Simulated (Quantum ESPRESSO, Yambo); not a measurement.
# SiC (F-43m): a self-consistent loop beyond G0W0, cycle by cycle, part 2 of 2

Aim: iterate the self-energy on SiC (F-43m) and follow the gap from cycle to cycle.

Quantum ESPRESSO 7.5 and Yambo 5.3.0; PBE and many-body steps on it, plane waves. Known limits of the many-body steps: not at the basis limit; coarse k mesh.

So far. Step 4 (G0W0): The gap on the mesh goes from 1.36 eV to 1.97 eV, a correction of +0.60 eV. Step 5 (evGW0, cycle 1): Against G0W0 in Yambo (4×4×4 mesh, 50 bands, screening to 129.3 eV, Godby-Needs plasmon pole), the gap moves by +0.075 eV.

## 6. evGW0, cycle 2

Level of this step: evGW0 on PBE, plane waves, norm-conserving pseudopotentials (Yambo).

The corrected levels of the last cycle go back in.

gw3.in

```
HF_and_locXC
gw0
dyson
ppa
em1d
rim_cut
RandQpts= 1000000
RandGvec= 1 RL
EXXRLvcs= 74 Ry
VXCRLvcs= 296 Ry
Chimod= "HARTREE"
% BndsRnXp
 1 | 50 |
%
NGsBlkXp= 9.5 Ry
% LongDrXp
 1 | 1 | 1 |
%
% GbndRnge
 1 | 50 |
%
DysSolver= "n"
ExtendOut
PPAPntXp= 27.21138 eV
% QPkrange
 1 | 8 | 1 | 8 |
%
GfnQPdb= "E < ./gw2_fix/ndb.QP"
```

Started as:

```console
OMP_NUM_THREADS=1 mpirun -n 4 yambo -F gw3.in -J gw3,gw1_W -C gw3 > gw3.log
```

Output:

```text
 Yambo, version 5.3.0

 [02] CORE Variables Setup
 =========================

  [... cell, symmetries and grids as in the set-up ...]

  [02.05] Energies & Occupations
  ==============================

  [X] === General ===
  [X] Electronic Temperature                        :  0.000000  0.000000 [eV K]
  [X] Bosonic    Temperature                        :  0.000000  0.000000 [eV K]
  [X] Finite Temperature mode                       : no
  [X] El. density                                   :  0.38662E+24 [cm-3]
[...]
Sx RL components                                 :  1471

   QP @ state[ 1 ] K range                          :   1   8
   QP @ state[ 1 ] b range                          :   1   8
   GF energies kind                                 : Perdew, Burke & Ernzerhof(X)+Perdew, Burke & Ernzerhof(C)+ E < ./gw1/ndb.QP + @E Fit+ E < ./gw2_fix/
   GF WF`s kind                                     : Perdew, Burke & Ernzerhof(X)+Perdew, Burke & Ernzerhof(C)
   Xs energies kind                                 : Perdew, Burke & Ernzerhof(X)+Perdew, Burke & Ernzerhof(C)
   Xs WF`s kind                                     : Perdew, Burke & Ernzerhof(X)+Perdew, Burke & Ernzerhof(C)

 [13] Game Over & Game summary
```

The job ended after 26 s (4 MPI ranks of Arm Neoverse V1, shared host; peak memory 1.1 GiB; 1.7 min of CPU time).

Numbers from this step:

```yaml
quasiparticle_gap_on_the_mesh: 2.049 eV
gap_of_the_density_functional_on_the_mesh: 1.361 eV
k_of_the_valence_top: 0, 0, 0
k_of_the_conduction_bottom: 0, -0.5, -0.5
least_direct_quasiparticle_gap_on_the_computed_points: 5.666 eV
```

Against the cycle before, the gap moves by +0.009 eV.

The program's own table gives 2.162 eV, which is too large where the input levels are shifted: this version takes Σc at the unshifted level E₀, yet steps from the shifted one. The value above is the Newton step from E₀, E₀ + Z(Σc + Σx − Vxc), rebuilt from the printed columns.

## 7. evGW, cycle 1

This step: evGW on PBE, plane waves, norm-conserving pseudopotentials.

gw4.in, as its differences from gw3.in of step 6:

```diff
@@ -27,2 +27,3 @@
 %
-GfnQPdb= "E < ./gw2_fix/ndb.QP"
+GfnQPdb= "E < ./gw1/ndb.QP"
+XfnQPdb= "E < ./gw1/ndb.QP"
```

Started as:

```console
OMP_NUM_THREADS=1 mpirun -n 4 yambo -F gw4.in -J gw4 -C gw4 > gw4.log
```

Output:

```text
 Yambo, version 5.3.0

 [02] CORE Variables Setup
 =========================

  [... cell, symmetries and grids as in the set-up ...]

  [02.05] Energies & Occupations
  ==============================

  [X] === General ===
  [X] Electronic Temperature                        :  0.000000  0.000000 [eV K]
  [X] Bosonic    Temperature                        :  0.000000  0.000000 [eV K]
  [X] Finite Temperature mode                       : no
  [X] El. density                                   :  0.38662E+24 [cm-3]
[...]
Sx RL components                                 :  1471

   QP @ state[ 1 ] K range                          :   1   8
   QP @ state[ 1 ] b range                          :   1   8
   GF energies kind                                 : Perdew, Burke & Ernzerhof(X)+Perdew, Burke & Ernzerhof(C)+ E < ./gw1/ndb.QP + @E Fit
   GF WF`s kind                                     : Perdew, Burke & Ernzerhof(X)+Perdew, Burke & Ernzerhof(C)
   Xs energies kind                                 : Perdew, Burke & Ernzerhof(X)+Perdew, Burke & Ernzerhof(C)
   Xs WF`s kind                                     : Perdew, Burke & Ernzerhof(X)+Perdew, Burke & Ernzerhof(C)

 [15] Game Over & Game summary
```

Elapsed: 30 s, on 4 MPI ranks; peak memory 1.2 GiB; 1.9 min of CPU time.

Numbers from this step:

```yaml
quasiparticle_gap_on_the_mesh: 2.168 eV
gap_of_the_density_functional_on_the_mesh: 1.361 eV
k_of_the_valence_top: 0, 0, 0
k_of_the_conduction_bottom: 0, -0.5, -0.5
least_direct_quasiparticle_gap_on_the_computed_points: 5.804 eV
```

Against G0W0 in Yambo (4×4×4 mesh, 50 bands, screening to 129.3 eV, Godby-Needs plasmon pole), the gap moves by +0.203 eV.

The program's own table gives 2.264 eV, which is too large where the input levels are shifted: this version takes Σc at the unshifted level E₀, yet steps from the shifted one. The value above is the Newton step from E₀, E₀ + Z(Σc + Σx − Vxc), rebuilt from the printed columns.

## 8. evGW, cycle 2

gw5.in, as its differences from gw4.in of step 7:

```diff
@@ -27,3 +27,3 @@
 %
-GfnQPdb= "E < ./gw1/ndb.QP"
-XfnQPdb= "E < ./gw1/ndb.QP"
+GfnQPdb= "E < ./gw4_fix/ndb.QP"
+XfnQPdb= "E < ./gw4_fix/ndb.QP"
```

Started as:

```console
OMP_NUM_THREADS=1 mpirun -n 4 yambo -F gw5.in -J gw5 -C gw5 > gw5.log
```

Output:

```text
 Yambo, version 5.3.0

 [02] CORE Variables Setup
 =========================

  [... cell, symmetries and grids as in the set-up ...]

  [02.05] Energies & Occupations
  ==============================

  [X] === General ===
  [X] Electronic Temperature                        :  0.000000  0.000000 [eV K]
  [X] Bosonic    Temperature                        :  0.000000  0.000000 [eV K]
  [X] Finite Temperature mode                       : no
  [X] El. density                                   :  0.38662E+24 [cm-3]
[...]
Sx RL components                                 :  1471

   QP @ state[ 1 ] K range                          :   1   8
   QP @ state[ 1 ] b range                          :   1   8
   GF energies kind                                 : Perdew, Burke & Ernzerhof(X)+Perdew, Burke & Ernzerhof(C)+ E < ./gw1/ndb.QP + @E Fit+ E < ./gw4_fix/
   GF WF`s kind                                     : Perdew, Burke & Ernzerhof(X)+Perdew, Burke & Ernzerhof(C)
   Xs energies kind                                 : Perdew, Burke & Ernzerhof(X)+Perdew, Burke & Ernzerhof(C)
   Xs WF`s kind                                     : Perdew, Burke & Ernzerhof(X)+Perdew, Burke & Ernzerhof(C)

 [15] Game Over & Game summary
```

The job ended after 30 s (4 MPI ranks; peak memory 1.2 GiB).

This step gave:

| Property | Result |
| --- | --- |
| quasiparticle gap on the mesh | 2.228 eV |
| gap of the density functional on the mesh | 1.361 eV |
| k of the valence top | 0, 0, 0 |
| k of the conduction bottom | 0, -0.5, -0.5 |
| least direct quasiparticle gap on the computed points | 5.885 eV |

Against the cycle before, the gap moves by +0.060 eV.

The program's own table gives 2.351 eV, which is too large where the input levels are shifted: this version takes Σc at the unshifted level E₀, yet steps from the shifted one. The value above is the Newton step from E₀, E₀ + Z(Σc + Σx − Vxc), rebuilt from the printed columns.

## 9. evGW, cycle 3

gw6.in, as its differences from gw5.in of step 8:

```diff
@@ -27,3 +27,3 @@
 %
-GfnQPdb= "E < ./gw4_fix/ndb.QP"
-XfnQPdb= "E < ./gw4_fix/ndb.QP"
+GfnQPdb= "E < ./gw5_fix/ndb.QP"
+XfnQPdb= "E < ./gw5_fix/ndb.QP"
```

Started as:

```console
OMP_NUM_THREADS=1 mpirun -n 4 yambo -F gw6.in -J gw6 -C gw6 > gw6.log
```

Output:

```text
 Yambo, version 5.3.0

 [02] CORE Variables Setup
 =========================

  [... cell, symmetries and grids as in the set-up ...]

  [02.05] Energies & Occupations
  ==============================

  [X] === General ===
  [X] Electronic Temperature                        :  0.000000  0.000000 [eV K]
  [X] Bosonic    Temperature                        :  0.000000  0.000000 [eV K]
  [X] Finite Temperature mode                       : no
  [X] El. density                                   :  0.38662E+24 [cm-3]
[...]
Sx RL components                                 :  1471

   QP @ state[ 1 ] K range                          :   1   8
   QP @ state[ 1 ] b range                          :   1   8
   GF energies kind                                 : Perdew, Burke & Ernzerhof(X)+Perdew, Burke & Ernzerhof(C)+ E < ./gw1/ndb.QP + @E Fit+ E < ./gw4_fix/
   GF WF`s kind                                     : Perdew, Burke & Ernzerhof(X)+Perdew, Burke & Ernzerhof(C)
   Xs energies kind                                 : Perdew, Burke & Ernzerhof(X)+Perdew, Burke & Ernzerhof(C)
   Xs WF`s kind                                     : Perdew, Burke & Ernzerhof(X)+Perdew, Burke & Ernzerhof(C)

 [15] Game Over & Game summary
```

It took 30 s on 4 MPI ranks; peak memory 1.2 GiB.

Numbers from this step:

| Quantity | Value |
| --- | --- |
| quasiparticle gap on the mesh | 2.246 eV |
| gap of the density functional on the mesh | 1.361 eV |
| k of the valence top | 0, 0, 0 |
| k of the conduction bottom | 0, -0.5, -0.5 |
| least direct quasiparticle gap on the computed points | 5.909 eV |

Against the cycle before, the gap moves by +0.018 eV.

The program's own table gives 2.377 eV, which is too large where the input levels are shifted: this version takes Σc at the unshifted level E₀, yet steps from the shifted one. The value above is the Newton step from E₀, E₀ + Z(Σc + Σx − Vxc), rebuilt from the printed columns.

## 10. evGW, cycle 4

gw7.in, as its differences from gw6.in of step 9:

```diff
@@ -27,3 +27,3 @@
 %
-GfnQPdb= "E < ./gw5_fix/ndb.QP"
-XfnQPdb= "E < ./gw5_fix/ndb.QP"
+GfnQPdb= "E < ./gw6_fix/ndb.QP"
+XfnQPdb= "E < ./gw6_fix/ndb.QP"
```

Started as:

```console
OMP_NUM_THREADS=1 mpirun -n 4 yambo -F gw7.in -J gw7 -C gw7 > gw7.log
```

Output:

```text
 Yambo, version 5.3.0

 [02] CORE Variables Setup
 =========================

  [... cell, symmetries and grids as in the set-up ...]

  [02.05] Energies & Occupations
  ==============================

  [X] === General ===
  [X] Electronic Temperature                        :  0.000000  0.000000 [eV K]
  [X] Bosonic    Temperature                        :  0.000000  0.000000 [eV K]
  [X] Finite Temperature mode                       : no
  [X] El. density                                   :  0.38662E+24 [cm-3]
[...]
Sx RL components                                 :  1471

   QP @ state[ 1 ] K range                          :   1   8
   QP @ state[ 1 ] b range                          :   1   8
   GF energies kind                                 : Perdew, Burke & Ernzerhof(X)+Perdew, Burke & Ernzerhof(C)+ E < ./gw1/ndb.QP + @E Fit+ E < ./gw4_fix/
   GF WF`s kind                                     : Perdew, Burke & Ernzerhof(X)+Perdew, Burke & Ernzerhof(C)
   Xs energies kind                                 : Perdew, Burke & Ernzerhof(X)+Perdew, Burke & Ernzerhof(C)
   Xs WF`s kind                                     : Perdew, Burke & Ernzerhof(X)+Perdew, Burke & Ernzerhof(C)

 [15] Game Over & Game summary
```

The job ended after 31 s (4 MPI ranks; peak memory 1.2 GiB).

This step gave:

```yaml
quasiparticle_gap_on_the_mesh: 2.251 eV
gap_of_the_density_functional_on_the_mesh: 1.361 eV
k_of_the_valence_top: 0, 0, 0
k_of_the_conduction_bottom: 0, -0.5, -0.5
least_direct_quasiparticle_gap_on_the_computed_points: 5.917 eV
```

Against the cycle before, the gap moves by +0.005 eV.

The program's own table gives 2.385 eV, which is too large where the input levels are shifted: this version takes Σc at the unshifted level E₀, yet steps from the shifted one. The value above is the Newton step from E₀, E₀ + Z(Σc + Σx − Vxc), rebuilt from the printed columns.

## 11. Side by side

Times are wall times on 4 MPI ranks of Arm Neoverse V1, shared host, good to a factor of about two.

```
           run   mesh  bands  screening cutoff (eV)  DFT gap (eV)  gap on the mesh (eV)  direct (eV)  time
          G0W0  4×4×4     50                  129.3         1.361                 1.965        5.527  30 s
evGW0, cycle 1  4×4×4     50                  129.3         1.361                 2.040        5.649  25 s
evGW0, cycle 2  4×4×4     50                  129.3         1.361                 2.049        5.666  26 s
 evGW, cycle 1  4×4×4     50                  129.3         1.361                 2.168        5.804  30 s
 evGW, cycle 2  4×4×4     50                  129.3         1.361                 2.228        5.885  30 s
 evGW, cycle 3  4×4×4     50                  129.3         1.361                 2.246        5.909  30 s
 evGW, cycle 4  4×4×4     50                  129.3         1.361                 2.251        5.917  31 s
```

## 12. Results

```
G0W0           : 1.965 eV
evGW0, cycle 1 : 2.040 eV
evGW0, cycle 2 : 2.049 eV
evGW, cycle 1  : 2.168 eV
evGW, cycle 2  : 2.228 eV
evGW, cycle 3  : 2.246 eV
evGW, cycle 4  : 2.251 eV
known limits   : not at the basis limit; coarse k mesh
```

What this shows: evGW0 ends at 2.05 eV, +0.08 eV from G0W0, after 2 cycles that took 51 s beside the first screening; the last moved the gap by 0.009 eV. evGW ends at 2.25 eV, +0.29 eV from G0W0, after 4 cycles that took 2 min beside the first screening; the last moved the gap by 0.005 eV. Against experiment, by evGW, cycle 4: the gap of 2.25 eV lies −0.14 eV from the measured 2.39 eV (kind not stated, quoted 2020); the gap of 2.25 eV lies −0.15 eV from the measured 2.4 eV (indirect, 2018). These are gaps on the mesh, at modest bands and cutoff. The calculation has static nuclei and no excitons; a measured gap holds zero-point and thermal motion, which mostly lowers it. Bands and cutoff are finite, so the gap is not at the basis limit. The miss can reach some tenths of an eV and take either sign; the mesh is an error of its own. The 4×4×4 mesh is coarse for this cell, which bears on the long-range parts of exchange and screening.

[Paths, hosts, dates, memory and timing lines, banners, echoed tables and standing remarks are left out of the program output.]

[Logs are printed without paths, hosts, clocks, repeated set-up lines and the standing remarks that a program may print on its own settings, such as how far it seeks lower states.]

[Runs of the session that timed out or met a known fault of the program may be left out.]

[Hosts, paths, dates, database ids (printed as entryN), source tags and the programs' standing remarks are cut or masked in the printed files.]
